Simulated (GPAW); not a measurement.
Runs of GPAW 26.7.0 on Ge. The cell holds a slab with vacuum, 6 atoms: a = 3.998 Å, b = 3.998 Å, c = 22.430 Å, α = 90.00°, β = 90.00°, γ = 120.00°. The slab is cut from a database's or a generator's crystal, which needn't be the stable form of the element.

| task | level | potentials or basis | cell | series job | gap on the mesh (eV) | largest force (eV/Å) | work function (eV) |
| --- | --- | --- | --- | --- | --- | --- | --- |
| single point | LDA | the program's PAW data sets (release 1.2.1) made for this functional, pw | the (0 0 1) slab of Ge, cut from the database cell, not relaxed | - | none | 0.31 | 4.83 |
| single point | r2SCAN | GPAW PAW data sets (gpaw-data 1.2.1), pw | the (0 0 1) slab of Ge, cut from the database cell, not relaxed | - | none | 0.43 | (a) |
| single point | vdW-DF-cx | GPAW PAW data sets (gpaw-data 1.2.1), pw | the (0 0 1) slab of Ge, cut from the database cell, not relaxed | - | none | (b) | 4.82 |
| single point | BEEF-vdW | GPAW PAW data sets (gpaw-data 1.2.1), pw | the (0 0 1) slab of Ge, cut from the database cell, not relaxed | - | none | 0.34 | 4.82 |

Alike in all rows: no spin polarisation; k mesh 8 × 8 × 1; cutoff (eV) 450; smearing fermi-dirac 0.05 eV.

Fill in the values left out.

(a) 4.77; (b) 0.27.

Caveats: the PAW data sets were made with another functional, which shifts forces and pressure a little (some runs).

A k mesh can miss the band edges, and the runs leave out spin-orbit coupling on Ge.

A gap of «none» marks a metal or a gap under the smearing width.

Runs at the PBE level aren't shown here.
